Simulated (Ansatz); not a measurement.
A plane-wave DFT run in Ansatz 0.2.0 (scalar-relativistic PAW potentials unless the input names others): input and command.

```yaml
crystal:
  lattice:
    - [0.0, 2.6782590749, 2.6782590749]
    - [2.6782590749, 0.0, 2.6782590749]
    - [2.6782590749, 2.6782590749, 0.0]
  atoms:
    - { symbol: Zn, position: [0.0, 0.0, 0.0] }
    - { symbol: S, position: [0.8712576966, 0.7095807678, 0.7095807678] }
basis:
  ecutwfc: 420
kpoints:
  mp_grid: { grid: [10, 10, 10] }
hamiltonian:
  xc: pbesol
scf:
  occupations: { method: gaussian, width: 0.05 }
  convergence: { dr2_threshold: 1.0e-14 }
  max_iter: 100
output:
  forces: true
  eigenvalues: true
  stress: true
```

```bash
ansatz run input.yaml --threads 1 --pin off --max-ram 2560MiB --backend cpu --events-out ev --progress --plain --runs-dir out
```

Abridged log:
```
Basis set: ecut = 420 eV, 749 PW (Γ), exchange–correlation on 54×54×54 points (8 copies of the dense FFT grid, shifted against one another)
Bands: 13, of which v1, the nominal top of the filled ones, is band 9 counted from 1 (8 counted from 0)
Symmetry: 6 space group operations
k-points: 116 of 1000 (time reversal used)
SCF iter   1: F=—  HF=-4167.204990 eV  |F-HF|=—  |Δ(HF+E_count)|=         —  Δρ=5.54e-3  dr2=1.40e-2  ethr=1.77e-3  ⟨swp⟩=5.7  Hψ=9170  notcnv=0
SCF iter   2: F=—  HF=-4167.200381 eV  |F-HF|=—  |Δ(HF+E_count)|=   4.61e-3  Δρ=1.00e-3  dr2=2.04e-4  ethr=7.80e-5  ⟨swp⟩=2.7  Hψ=3889  notcnv=0
SCF iter   3: F=—  HF=-4167.200422 eV  |F-HF|=—  |Δ(HF+E_count)|=   4.12e-5  Δρ=8.00e-4  dr2=1.38e-4  ethr=1.13e-6  ⟨swp⟩=2.0  Hψ=2465  notcnv=0
SCF iter   4: F=—  HF=-4167.200429 eV  |F-HF|=—  |Δ(HF+E_count)|=   7.11e-6  Δρ=2.65e-4  dr2=1.87e-5  ethr=7.69e-7  ⟨swp⟩=2.0  Hψ=2349  notcnv=0
SCF iter   5: F=—  HF=-4167.200432 eV  |F-HF|=—  |Δ(HF+E_count)|=   3.03e-6  Δρ=4.44e-5  dr2=4.38e-7  ethr=1.04e-7  ⟨swp⟩=2.0  Hψ=2360  notcnv=0
SCF iter   6: F=—  HF=-4167.200432 eV  |F-HF|=—  |Δ(HF+E_count)|=   2.55e-7  Δρ=7.75e-6  dr2=1.03e-8  ethr=2.43e-9  ⟨swp⟩=2.0  Hψ=2527  notcnv=0
SCF iter   7: F=—  HF=-4167.200432 eV  |F-HF|=—  |Δ(HF+E_count)|=   1.48e-8  Δρ=6.27e-7  dr2=1.13e-10  ethr=5.70e-11  ⟨swp⟩=2.4  Hψ=2516  notcnv=0
SCF iter   8: F=—  HF=-4167.200432 eV  |F-HF|=—  |Δ(HF+E_count)|=  1.56e-10  Δρ=1.36e-7  dr2=4.74e-12  ethr=6.29e-13 (applied; sched 1.00e-12)  ⟨swp⟩=2.0  Hψ=2552  notcnv=0
SCF iter   9: F=—  HF=-4167.200432 eV  |F-HF|=—  |Δ(HF+E_count)|=  1.82e-12  Δρ=2.63e-8  dr2=1.36e-13  ethr=2.63e-14 (applied; sched 1.00e-12)  ⟨swp⟩=2.1  Hψ=2435  notcnv=0
SCF iter  10: F=-4167.200432 eV  HF=-4167.200432 eV  |F-HF|=9.09e-13  |Δ(HF+E_count)|=  9.09e-13  Δρ=3.98e-9  dr2=4.18e-15  ethr=1.00e-12  ⟨swp⟩=4.0  Hψ=5104  notcnv=0
SCF 1 converged in 10 iterations: F = -4167.200432 eV  dr2 = 4.18e-15
SCF converged after 10 iterations
Free energy (F): -4167.200432 eV
Harris-Foulkes:  -4167.200432 eV  (|F-HF|=9.09e-13)
Internal energy: -4167.200432 eV  (E = F + TS)
E sigma→0 (E₀):  -4167.200432 eV
Fermi energy:    7.115244 eV
--- Forces (eV/Å), atoms counted from 1 ---
  atom   1  Zn    -0.51441212     0.51441212     0.51441212
  atom   2  S      0.51441211    -0.51441211    -0.51441211
--- Stress (GPa, compression-positive) ---
        2.801741       2.576980       2.576980
        2.576980       2.801741      -2.576980
        2.576980      -2.576980       2.801741
  P = ⅓ Tr σ = 2.8017 GPa (28.017 kbar)
```

One setting here is needlessly strict: a threshold far tighter than needed (scf.convergence.dr2_threshold: not typed → 1e-14). It leaves the result as it was and can only cost iterations: the run converged in 10 SCF iterations (reference: 6) with an energy at zero smearing within 0.01 meV/atom of the reference's, pressure 2.80 GPa, largest force 0.891 eV/Å, gap on the mesh 2.11 eV. A reference run from the same start on usual settings converged with pressure 2.80 GPa, largest force 0.891 eV/Å, gap on the mesh 2.11 eV.

Time: 6.7 s on 1 thread of Arm Neoverse V2, on a shared host, peak memory 0.35 GiB.